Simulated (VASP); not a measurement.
The system is Sb.

```
CELL_PARAMETERS angstrom
3.12240 0.00000 0.00000
0.00000 4.34752 0.00000
-0.03891 0.00000 4.40585
ATOMIC_POSITIONS crystal
Sb 0.98861 0.75000 0.75883
Sb 0.01139 0.25000 0.24117
```

This isn't the form of Sb at room conditions, which is rhombohedral.

```yaml
Program: VASP 6.6.1
Task: relaxation of cell and atoms
Functional: LDA
Potentials_or_basis: VASP PAW LDA potentials, release 64 (Sb)
Cutoff: 600 eV
k_mesh: 14 × 10 × 10
Occupations: gaussian, width 0.1 eV
Spin: no spin polarisation
```

At the start: pressure -3.2 GPa; volume 29.90 Å³/atom.

Q: Where does the relaxation end?

A: Over 20 steps the energy falls by 22.0 meV/atom and the volume is 28.20 Å³/atom (-5.7 %); space group Pm-3m (No. 221, to 0.05 Å).

Step by step:
| step | energy change (eV) | largest force (eV/Å) | pressure (GPa) | volume (Å³) |
| --- | --- | --- | --- | --- |
| 1 | 0.0000 | 0.0867 | -3.21 | 59.81 |
| 2 | -0.0251 | 0.2154 | 2.20 | 54.76 |
| 3 | -0.0364 | 0.1712 | 0.06 | 56.47 |
| 4 | -0.0389 | 0.1377 | 0.06 | 56.43 |
| 5 | -0.0423 | 0.0451 | 0.14 | 56.30 |
| 6 | -0.0431 | 0.0242 | -0.16 | 56.53 |
| 7 | -0.0433 | 0.0257 | -0.06 | 56.45 |
| 8 | -0.0434 | 0.0229 | 0.04 | 56.36 |
| 9 | -0.0434 | 0.0219 | 0.12 | 56.29 |
| 10 | -0.0435 | 0.0216 | 0.12 | 56.30 |
| 11 | -0.0436 | 0.0226 | 0.09 | 56.33 |
| 12 | -0.0436 | 0.0309 | 0.03 | 56.39 |
| 13 | -0.0437 | 0.0283 | 0.04 | 56.37 |
| 14 | -0.0437 | 0.0258 | -0.02 | 56.43 |
| 15 | -0.0438 | 0.0224 | -0.10 | 56.49 |
| 16 | -0.0438 | 0.0189 | -0.07 | 56.47 |
| 17 | -0.0439 | 0.0082 | 0.00 | 56.40 |
| 18 | -0.0438 | 0.0148 | 0.16 | 56.27 |
| 19 | -0.0439 | 0.0033 | 0.05 | 56.37 |
| 20 | -0.0440 | 0.0033 | 0.01 | 56.40 |

Final structure:
```
CELL_PARAMETERS angstrom
3.04708 0.00000 0.01290
0.00000 4.30160 0.00000
-0.01972 0.00000 4.30289
ATOMIC_POSITIONS crystal
Sb 0.99928 0.75000 0.75012
Sb 0.00072 0.25000 0.24988
```
